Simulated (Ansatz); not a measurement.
An element in the fcc structure gives these cold pressures by all-electron LAPW under PBE (Ansatz 0.2.0, scalar-relativistic, no spin polarisation).

| V (Å³/atom) | P (GPa) |
| --- | --- |
| 64.27 | 0.00 |
| 59.13 | 0.73 |
| 53.99 | 1.70 |
| 48.84 | 3.02 |
| 43.70 | 4.76 |
| 38.56 | 7.47 |
| 33.42 | 11.44 |
| 28.92 | 16.87 |

Q: Which element is it?

A: Ba. Its zero-pressure volume in this structure is near 64.3 Å³/atom; the volume and the steepness of P(V) together point to it, though neighbours can come close. Neighbours weren't tried against these numbers.
